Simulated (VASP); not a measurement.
# CdS (Greenockite) (P6_3mc) in VASP: notebook, part 2 of 2

VASP 6.6.1. The steps go on from the part before.

**4. Relaxation of cell and atoms, PBE+D4**

INCAR

```
SYSTEM = CdS
  ALGO = Normal
  EDIFF = 1E-6
  EDIFFG = -0.005
  ENCUT = 600
  GGA = PE
  IBRION = 2
  ISIF = 3
  ISMEAR = -1
  IVDW = 13
  LASPH = .TRUE.
  LCHARG = .FALSE.
  LREAL = .FALSE.
  LWAVE = .FALSE.
  NELM = 60
  NSW = 40
  PREC = Accurate
  SIGMA = 0.05
```

KPOINTS

```
k-points
0
G
  7 7 4
  0 0 0
```

POSCAR

```
CdS
1.0
    4.1500000000      0.0000000000      0.0000000000
   -2.0750000000      3.5940054257      0.0000000000
    0.0000000000      0.0000000000      6.7370000000
Cd S
2 2
Direct
    0.6666666667      0.3333333333      0.5000000000
    0.3333333333      0.6666666667      0.0000000000
    0.6666666667      0.3333333333      0.8750000000
    0.3333333333      0.6666666667      0.3750000000
```

Potentials or basis: VASP PAW PBE potentials, release 64 (Cd, S).

Command:

```bash
> cat potpaw_PBE.64/Cd/POTCAR potpaw_PBE.64/S/POTCAR > POTCAR
> mpirun -np 1 vasp_std > vasp.out
```

OUTCAR:

```text
SYSTEM = CdS
   EDIFF = 1E-6
   EDIFFG = -0.005
   ENCUT = 600
   GGA = PE
   IBRION = 2
   ISIF = 3
   ISMEAR = -1
   IVDW = 13
   LASPH = .TRUE.
   LREAL = .FALSE.
   NELM = 60
   NSW = 40
   PREC = Accurate

 ion  position               nearest neighbor table
   1  0.667  0.333  0.500-   3 2.53   4 2.54   4 2.54   4 2.54
   2  0.333  0.667  0.000-   4 2.53   3 2.54   3 2.54   3 2.54
   3  0.667  0.333  0.875-   1 2.53   2 2.54   2 2.54   2 2.54
   4  0.333  0.667  0.375-   2 2.53   1 2.54   1 2.54   1 2.54

  LATTYP: Found a hexagonal cell.
 ALAT       =     4.1500000000
 C/A-ratio  =     1.6233734940

  Lattice vectors:

 A1 = (   4.1500000000,   0.0000000000,   0.0000000000)
 A2 = (  -2.0750000000,   3.5940054257,   0.0000000000)
 A3 = (   0.0000000000,   0.0000000000,   6.7370000000)

Analysis of symmetry for initial positions (statically):
=====================================================================
 Subroutine PRICEL returns:
 Original cell was already a primitive cell.

 Routine SETGRP: Setting up the symmetry group for a
 hexagonal supercell.

 Subroutine GETGRP returns: Found 12 space group operations
 (whereof  6 operations were pure point group operations)
 out of a pool of 24 trial point group operations.

The static configuration has the point symmetry C_3v.
 The point group associated with its full space group is C_6v.

Analysis of symmetry for dynamics (positions and initial velocities):
=====================================================================
 Subroutine PRICEL returns:
 Original cell was already a primitive cell.

 Routine SETGRP: Setting up the symmetry group for a
 hexagonal supercell.

 Subroutine GETGRP returns: Found 12 space group operations
 (whereof  6 operations were pure point group operations)
 out of a pool of 24 trial point group operations.

The dynamic configuration has the point symmetry C_3v.
 The point group associated with its full space group is C_6v.

 Subroutine INISYM returns: Found 12 space group operations
 (whereof  6 operations are pure point group operations),
 and found     1 'primitive' translations

----------------------------------------------------------------------------------------

                                     Primitive cell

  volume of cell :     100.4832

  direct lattice vectors                    reciprocal lattice vectors
     4.150000000  0.000000000  0.000000000     0.240963855  0.139120547  0.000000000
    -2.075000000  3.594005426  0.000000000     0.000000000  0.278241094  0.000000000
     0.000000000  0.000000000  6.737000000     0.000000000  0.000000000  0.148434021

  length of vectors
     4.150000000  4.150000000  6.737000000     0.278241094  0.278241094  0.148434021

  position of ions in fractional coordinates (direct lattice)
     0.666666667  0.333333333  0.500000000
     0.333333333  0.666666667  0.000000000
     0.666666667  0.333333333  0.875000000
     0.333333333  0.666666667  0.375000000

  ion indices of the primitive-cell ions
   primitive index   ion index
                 1           1
                 2           2
                 3           3
                 4           4

----------------------------------------------------------------------------------------

 KPOINTS: k-points

Automatic generation of k-mesh.
 Grid dimensions read from file:
 generate k-points for:    7    7    4

 Generating k-lattice:

  Cartesian coordinates                     Fractional coordinates (reciprocal lattice)
     0.034423408  0.019874364  0.000000000     0.142857143  0.000000000  0.000000000
     0.000000000  0.039748728  0.000000000     0.000000000  0.142857143  0.000000000
     0.000000000  0.000000000  0.037108505     0.000000000  0.000000000  0.250000000

  Length of vectors
     0.039748728  0.039748728  0.037108505

  Shift w.r.t. Gamma in fractional coordinates (k-lattice)
     0.000000000  0.000000000  0.000000000

 Subroutine IBZKPT returns following result:
 ===========================================

 Found     24 irreducible k-points:

 Following reciprocal coordinates:
            Coordinates               Weight
  0.000000  0.000000  0.000000      1.000000
  0.142857 -0.000000  0.000000      6.000000
  0.285714 -0.000000  0.000000      6.000000
  0.428571 -0.000000  0.000000      6.000000
  0.142857  0.142857  0.000000      6.000000
  0.285714  0.142857  0.000000     12.000000
[... 16 lines left out ...]
  0.428571  0.142857  0.500000      6.000000
  0.285714  0.285714  0.500000      6.000000
   k-points           NKPTS =     24   k-points in BZ     NKDIM =     24   number of bands    NBANDS=     22
   number of dos      NEDOS =    301   number of ions     NIONS =      4
   total plane-waves  NPLWV =  69984
   dimension x,y,z NGX =    36 NGY =   36 NGZ =   54
   dimension x,y,z NGXF=    72 NGYF=   72 NGZF=  108
   ions per type =               2   2
   NGX,Y,Z   is equivalent  to a cutoff of  14.42, 14.42, 13.33 a.u.
   NGXF,Y,Z  is equivalent  to a cutoff of  28.84, 28.84, 26.65 a.u.
 SYSTEM =  CdS
   PREC   = accura    normal or accurate (medium, high low for compatibility)
   ISTART =      0    job   : 0-new  1-cont  2-samecut
   ICHARG =      2    charge: 1-file 2-atom 10-const
   ISPIN  =      1    spin polarized calculation?
   LNONCOLLINEAR =      F non collinear calculations
   LSORBIT =      F    spin-orbit coupling
   LASPH  =      T    aspherical Exc in radial PAW
   ENCUT  =  600.0 eV  44.10 Ry    6.64 a.u.   8.29  8.29 13.46*2*pi/ulx,y,z
   NELM   =     60;   NELMIN=  2; NELMDL= -5     # of ELM steps
   EDIFF  = 0.1E-05   stopping-criterion for ELM
   LREAL  =      F    real-space projection
   EDIFFG = -.5E-02   stopping-criterion for IOM
   NSW    =     40    number of steps for IOM
   IBRION =      2    ionic relax: 0-MD 1-quasi-New 2-CG
   NFREE  =      1    steps in history (QN), initial steepest desc. (CG)
   ISIF   =      3    stress and relaxation
   ISYM   =      2    0-nonsym 1-usesym 2-fastsym
   POTIM  = 0.5000    time-step for ionic-motion
   TEBEG  =    0.0;   TEEND  =   0.0 temperature during run
   PSTRESS=    0.0 pullay stress
   NELECT =      36.0000    total number of electrons
   NUPDOWN=      -1.0000    fix difference up-down
   EMIN   =  10.00;   EMAX   =-10.00  energy-range for DOS
   EFERMI =   0.00;   METHOD = LEGACY
   ISMEAR =    -1;   SIGMA  =   0.05  broadening in eV -4-tet -1-fermi 0-gaus
   EFERMI_NEDOS =   21; number of points for ismear=-14 and -15
   IALGO  =     38    algorithm
   IMIX   =      4    mixing-type and parameters
     AMIX     =   0.40;   BMIX     =  1.00
     AMIX_MAG =   1.60;   BMIX_MAG =  1.00
  volume/ion in A,a.u.               =      25.12       169.52
  Fermi-wavevector in a.u.,A,eV,Ry     =   1.162727  2.197236 18.394190  1.351935
  Thomas-Fermi vector in A             =   2.299285
   LORBIT       =      0    0 simple, 1 ext, 2 COOP (PROOUT), +10 PAW based schemes
   GGA     = PE    functional components
   LHFCALC =     F    Hartree Fock is set to
   AEXX    =    0.0000 exact exchange contribution
   IVDW    =    13    specifies the selected vdW correction
   LEPSILON=     F    determine dielectric tensor
   LRPA    =     F    only Hartree local field effects (RPA)
 conjugate gradient relaxation of ions
 non-spin polarized calculation
  energy-cutoff  :      600.00
  volume of cell :      100.48
 maximum number of plane-waves:      3376
 NGX is ok and might be reduce to    36
   NGX = 17   NGY = 17   NGZ = 27

--------------------------------------- Ionic step        1  -------------------------------------------

 number of electron      36.0000008 magnetization

 Free energy of the ion-electron system (eV)
  ---------------------------------------------------
  ext. energy  EPLUGINS =         0.00000000
  ---------------------------------------------------
  free energy    TOTEN  =       -12.26693654 eV

  energy without entropy =      -12.26693639  energy(sigma->0) =      -12.26693646

------------------------ aborting loop because EDIFF is reached ----------------------------------------

  DFT-D4 for vdW energy calculation

  Edisp (eV):   -1.23768

  FORCE on cell =-STRESS in cart. coord.  units (eV):
  Direction    XX          YY          ZZ          XY          YZ          ZX
  --------------------------------------------------------------------------------------
  -------------------------------------------------------------------------------------
  Total      -0.00640    -0.00640     0.42164     0.00000     0.00000     0.00000
  in kB      -0.10199    -0.10199     6.72286     0.00000     0.00000     0.00000
  external pressure =        2.17 kB  Pullay stress =        0.00 kB
[... 65 lines left out ...]
  energy  without entropy=      -13.5058032932  energy(sigma->0) =      -13.50580338

--------------------------------------- Ionic step        3  -------------------------------------------

 number of electron      36.0000008 magnetization

 Free energy of the ion-electron system (eV)
  ---------------------------------------------------
  ext. energy  EPLUGINS =         0.00000000
  ---------------------------------------------------
  free energy    TOTEN  =       -12.27370659 eV

  energy without entropy =      -12.27370641  energy(sigma->0) =      -12.27370650

 E-fermi :   1.7966     XC(G=0):  -9.0660

 val. band max:        1.1740113450   @ k =   0.0000   0.0000   0.0000
 cond. band min:       2.3590414454   @ k =   0.0000   0.0000   0.0000
 fundamental gap:      1.1850301004
 Fermi energy:         1.7966448919

 k-point     1 :       0.0000    0.0000    0.0000
  band No.  band energies     occupation
      1     -11.1007      2.00000
      2     -10.6848      2.00000
      3      -6.4815      2.00000
      4      -6.4711      2.00000
      5      -6.4711      2.00000
      6      -6.3894      2.00000
[... 624 lines left out ...]
  FREE ENERGIE OF THE ION-ELECTRON SYSTEM (eV)
  ---------------------------------------------------
  free  energy   TOTEN  =       -13.5058557311 eV

  energy  without entropy=      -13.5058555539  energy(sigma->0) =      -13.50585564

 reached required accuracy - stopping structural energy minimisation
```

OSZICAR:

```text
N       E                     dE             d eps       ncg     rms          rms(c)
DAV:   1     0.272470138184E+03    0.27247E+03   -0.19183E+04  1056   0.168E+03
DAV:   2     0.215515541185E+01   -0.27031E+03   -0.26332E+03  1194   0.379E+02
DAV:   3    -0.131696051936E+02   -0.15325E+02   -0.15269E+02  1272   0.902E+01
DAV:   4    -0.133527137733E+02   -0.18311E+00   -0.18292E+00  1224   0.981E+00
[... 21 lines left out ...]
DAV:   1    -0.122740294142E+02    0.73149E-03   -0.18346E-02  1056   0.113E+00    0.141E-01
DAV:   2    -0.122737629792E+02    0.26644E-03   -0.94596E-04  1218   0.355E-01    0.530E-02
DAV:   3    -0.122737148432E+02    0.48136E-04   -0.94634E-05  1230   0.846E-02    0.394E-02
DAV:   4    -0.122737063711E+02    0.84721E-05   -0.20682E-05  1268   0.370E-02    0.816E-03
DAV:   5    -0.122737065866E+02   -0.21546E-06   -0.30010E-06   808   0.190E-02
   3 F= -.13505856E+02 E0= -.13505856E+02  d E =-.124278E-02
```

It took 50 s on 1 thread of Intel Xeon 6975P-C (Granite Rapids), shared host; peak memory 0.28 GiB.

What came out:

```
Free energy                            : -13.5059 eV
Relaxed volume                         : 25.22 Å³/atom
Relaxed cell                           : a = 4.150 Å, b = 4.150 Å, c = 6.766 Å, α = 90.00°, β = 90.00°, γ = 120.00°
Space group after relaxing (to 0.05 Å) : P6_3mc (No. 186)
Energy gained by relaxing              : 0.3 meV/atom
Ionic steps                            : 3
Pressure after relaxing                : 0.0 GPa
Largest force after relaxing           : 0.005 eV/Å
Band gap on the k mesh                 : 1.19 eV, direct
Dispersion energy per atom             : -0.308 eV
```

Forces on the atoms (eV/Å):
```
Cd   0.000  0.000 -0.005
Cd   0.000  0.000 -0.005
S    0.000  0.000  0.005
S    0.000  0.000  0.005
```

The path:
| step | energy change (eV) | largest force (eV/Å) | pressure (GPa) | volume (Å³) |
| --- | --- | --- | --- | --- |
| 1 | 0.0000 | 0.0659 | 0.22 | 100.48 |
| 2 | -0.0012 | 0.0068 | -0.08 | 100.98 |
| 3 | -0.0012 | 0.0048 | -0.02 | 100.90 |

Final structure:
```
Cd S
1.0
     4.14973    0.00000    0.00000
    -2.07487    3.59377    0.00000
     0.00000    0.00000    6.76556
Cd S
2 2
Cartesian
  2.0749 1.1979 3.3801
  0.0000 2.3959 6.7629
  2.0749 1.1979 5.9225
  0.0000 2.3959 2.5397
```

Levels at points of the mesh, in eV from the valence-band top:
```csv
k point,band 14,band 15,band 16,band 17,band 18,band 19,band 20,band 21,band 22
"(0.00, 0.00, 0.00)",-0.74,-0.74,-0.05,0.00,0.00,1.19,2.80,6.49,6.49
"(0.00, 0.00, 0.50)",-2.45,-0.38,-0.38,-0.38,-0.38,2.83,2.83,6.17,6.17
```

**5. Relaxation of cell and atoms, PBE+rVV10**

INCAR

```
SYSTEM = CdS
PREC = Accurate
ENCUT = 600
EDIFF = 1E-6
ISMEAR = -1
SIGMA = 0.05
LREAL = .FALSE.
LASPH = .TRUE.
NELM = 100
ALGO = Fast
ISIF = 3
LWAVE = .FALSE.
LCHARG = .FALSE.
GGA = PE
LUSE_VDW = .TRUE.
IVDW_NL = 2
BPARAM = 10.0
CPARAM = 0.0093
IBRION = 2
NSW = 40
EDIFFG = -0.02
```

KPOINTS

```
regular mesh
0
G
  7 7 4
  0 0 0
```

POSCAR is that of step 4.

Command:

```bash
> cat potpaw_PBE.64/Cd/POTCAR potpaw_PBE.64/S/POTCAR > POTCAR
> mpirun -np 1 vasp_std > vasp.out
```

Wall time 4 min (1 thread of Intel Xeon 6975P-C (Granite Rapids), shared host); peak memory 0.52 GiB.

It converged, with:

- Free energy: -10.8242 eV
- Relaxed volume: 25.70 Å³/atom
- Relaxed cell: a = 4.176 Å, b = 4.176 Å, c = 6.806 Å, α = 90.00°, β = 90.00°, γ = 120.00°
- Space group after relaxing (to 0.05 Å): P6_3mc (No. 186)
- Energy gained by relaxing: 2.6 meV/atom
- Ionic steps: 3
- Pressure after relaxing: 0.0 GPa
- Largest force after relaxing: 0.013 eV/Å
- Band gap on the k mesh: 1.07 eV, direct

Forces on the atoms (eV/Å):
```
Cd   0.000  0.000 -0.013
Cd   0.000  0.000 -0.013
S    0.000  0.000  0.013
S    0.000  0.000  0.013
```

Step by step:
```tsv
step	energy change (eV)	largest force (eV/Å)	pressure (GPa)	volume (Å³)
1	0.0000	0.0682	1.35	100.48
2	-0.0093	0.0020	-0.40	103.59
3	-0.0104	0.0130	-0.05	102.81
```

Final structure:
```
CELL_PARAMETERS angstrom
4.17650 0.00000 0.00000
-2.08825 3.61695 0.00000
0.00000 0.00000 6.80580
ATOMIC_POSITIONS crystal
Cd 0.66667 0.33333 0.49963
Cd 0.33333 0.66667 0.99963
S 0.66667 0.33333 0.87537
S 0.33333 0.66667 0.37537
```

Levels at points of the mesh, in eV from the valence-band top:
```csv
k point,band 14,band 15,band 16,band 17,band 18,band 19,band 20,band 21,band 22
"(0.00, 0.00, 0.00)",-0.72,-0.72,-0.05,0.00,0.00,1.07,2.72,6.45,6.45
"(0.00, 0.00, 0.50)",-2.42,-0.37,-0.37,-0.37,-0.37,2.74,2.74,6.07,6.07
```

As with any semilocal functional, this PBE gap is likely too small. Zero-point motion and thermal expansion aren't in these numbers.

**6. Relaxation of cell and atoms, PBE+TS**

INCAR

```
PREC = Accurate
ENCUT = 600
EDIFF = 1E-7
ISMEAR = -1
SIGMA = 0.05
LREAL = F
LASPH = T
NELM = 100
ALGO = Normal
ISIF = 3
LWAVE = F
LCHARG = F
GGA = PE
IVDW = 2
IBRION = 2
NSW = 60
EDIFFG = -0.01
```

KPOINTS

```
regular mesh
0
Gamma
  7 7 4
```

POSCAR is that of step 5.

Potentials or basis: VASP PAW PBE potentials, release 64 (Cd, S).

Command:

```bash
> cat potpaw_PBE.64/Cd/POTCAR potpaw_PBE.64/S/POTCAR > POTCAR
> mpirun -np 1 vasp_std > vasp.out
```

It took 2.4 min on 1 thread of Intel Xeon 6975P-C (Granite Rapids), shared host; peak memory 0.29 GiB.

It converged, with:

```yaml
Free_energy: -13.4126 eV
Relaxed_volume: 25.24 Å³/atom
Relaxed_cell: a = 4.149 Å, b = 4.149 Å, c = 6.771 Å, α = 90.00°, β = 90.00°, γ = 120.00°
Space_group_after_relaxing_to_0.05_Å: P6_3mc (No. 186)
Energy_gained_by_relaxing: 0.5 meV/atom
Ionic_steps: 6
Pressure_after_relaxing: 0.0 GPa
Largest_force_after_relaxing: 0.004 eV/Å
Band_gap_on_the_k_mesh: 1.18 eV, direct
Hirshfeld_charges: Cd +0.28; S -0.28 e
Dispersion_energy_per_atom: -0.285 eV
```

Forces on the atoms (eV/Å):
```
Cd   0.000  0.000  0.004
Cd   0.000  0.000  0.004
S    0.000  0.000 -0.004
S    0.000  0.000 -0.004
```

Step by step:
| step | energy change (eV) | largest force (eV/Å) | pressure (GPa) | volume (Å³) |
| --- | --- | --- | --- | --- |
| 1 | 0.0000 | 0.0596 | 0.34 | 100.48 |
| 2 | -0.0017 | 0.0165 | -0.18 | 101.25 |
| 3 | -0.0019 | 0.0016 | -0.07 | 101.10 |
| 4 | -0.0019 | 0.0013 | -0.05 | 101.06 |
| 5 | -0.0018 | 0.0024 | -0.04 | 101.05 |
| 6 | -0.0018 | 0.0039 | 0.02 | 100.96 |

Final structure:
```
Cd S
1.0
     4.14917    0.00000    0.00000
    -2.07459    3.59329    0.00000
     0.00000    0.00000    6.77140
Cd S
2 2
Direct
  0.66667 0.33333 0.49967
  0.33333 0.66667 0.99967
  0.66667 0.33333 0.87533
  0.33333 0.66667 0.37533
```

Levels at points of the mesh, in eV from the valence-band top:
| k point | band 16 | band 17 | band 18 | band 19 | band 20 | band 21 |
| --- | --- | --- | --- | --- | --- | --- |
| (0.00, 0.00, 0.00) | -0.05 | 0.00 | 0.00 | 1.18 | 2.80 | 6.49 |
| (0.00, 0.00, 0.50) | -0.38 | -0.38 | -0.38 | 2.83 | 2.83 | 6.16 |

**7. For comparison**

An earlier run on the cell as given: functional PBEsol; potentials or basis VASP PAW PBE potentials, release 64 (Cd, S); cutoff 520 eV; k mesh 7 × 7 × 4; occupations fermi-dirac, width 0.05 eV; no spin polarisation.

* Pressure: -0.6 GPa
* Largest force: 0.067 eV/Å
* Band gap on the k mesh: 1.06 eV, direct

**8. The runs side by side**

```csv
task,level,cell,cutoff (eV),ladder,gap on the mesh (eV),pressure (GPa),relaxed volume (Å³/atom),largest force (eV/Å)
relaxation of cell and atoms,PBE+D3,relaxed,600,-,1.18,0.0,25.23,-
relaxation of cell and atoms,PBE+D3(BJ),relaxed,600,-,1.19,0.0,25.21,-
relaxation of cell and atoms,PBE+D4,relaxed,600,-,1.19,0.0,25.22,-
relaxation of cell and atoms,PBE+rVV10,relaxed,600,-,1.07,0.0,25.70,0.01
relaxation of cell and atoms,PBE+TS,relaxed,600,-,1.18,0.0,25.24,-
single point,PBEsol,as given,520,free,1.06,-0.6,-,0.07
```

Alike in all rows: potentials or basis VASP PAW PBE potentials, release 64 (Cd, S); no spin polarisation; k mesh 7 × 7 × 4; smearing fermi-dirac 0.05 eV.

Caveats: the PAW data sets were made with another functional, which shifts forces and pressure a little (some runs).

Absolute energies hang on the potentials; compare differences alone.
